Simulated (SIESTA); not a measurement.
Runs of SIESTA 5.4.2 on BP. Symmetry: F-43m, No. 216, cubic system. The conventional cell has a = 4.538 Å, b = 4.538 Å, c = 4.538 Å, α = 90.00°, β = 90.00°, γ = 90.00°. Around P (site symmetry -43m) lie 4 B at 1.97 Å. B (site symmetry -43m) has 4 P at 1.97 Å as nearest neighbours. 

| task | level | potentials or basis | energy shift | gap on the mesh (eV) | pressure (GPa) | V0 of scaled cells (Å³/atom) | B0 (GPa) |
| --- | --- | --- | --- | --- | --- | --- | --- |
| equation of state | LDA | PseudoDojo 0.4 standard (LDA files), DZP (energy shift 0.003 Ry) | 0.003 Ry | - | - | (a) | 169 |
| band structure | LDA-PZ | PseudoDojo 0.4 standard (LDA files), DZP (energy shift 0.002 Ry) | 0.002 Ry | 1.23 | -2.0 | - | - |
| band structure | RPBE | PseudoDojo 0.4 standard (PBE files), DZP (energy shift 0.002 Ry) | 0.002 Ry | 1.36 | 5.4 | - | - |
| band structure | AM05 | PseudoDojo 0.4 standard (PBEsol files), DZP (energy shift 0.003 Ry) | 0.003 Ry | 1.17 | (d) | - | - |
| band structure | PBE | PseudoDojo 0.4 standard (PBE files), SZ (energy shift 0.02 Ry) | 0.02 Ry | 3.15 | 15.8 | - | - |
| equation of state | xPBE | PseudoDojo 0.4 standard (PBE files), DZP (energy shift 0.002 Ry) | 0.002 Ry | - | - | 12.03 | 156 |
| band structure | BLYP | PseudoDojo 0.4 standard (PBE files), DZP (energy shift 0.003 Ry) | 0.003 Ry | 1.54 | (b) | - | - |
| band structure | PBE | PseudoDojo 0.4 standard (PBE files), TZP (energy shift 0.01 Ry) | 0.01 Ry | 1.23 | (c) | - | - |

Alike in all rows: no spin polarisation; cell as given; k mesh 10 × 10 × 10; smearing fermi-dirac 0.05 eV; grid cutoff 500 Ry.

Fill in the values left out.

(a) 11.53; (b) 10.8; (c) 3.5; (d) 1.2.

Caveats: the basis of atomic orbitals isn't converged, which shifts pressures, moduli and gaps; the potentials were made for another functional, which shifts forces and pressure (some runs); the basis has no polarisation orbitals (some runs); so large a pressure means that the cell lies far from this level's equilibrium, or that cutoff or potentials fall short (some runs).

A k mesh can miss the band edges.

Not every run made on this cell is shown here.
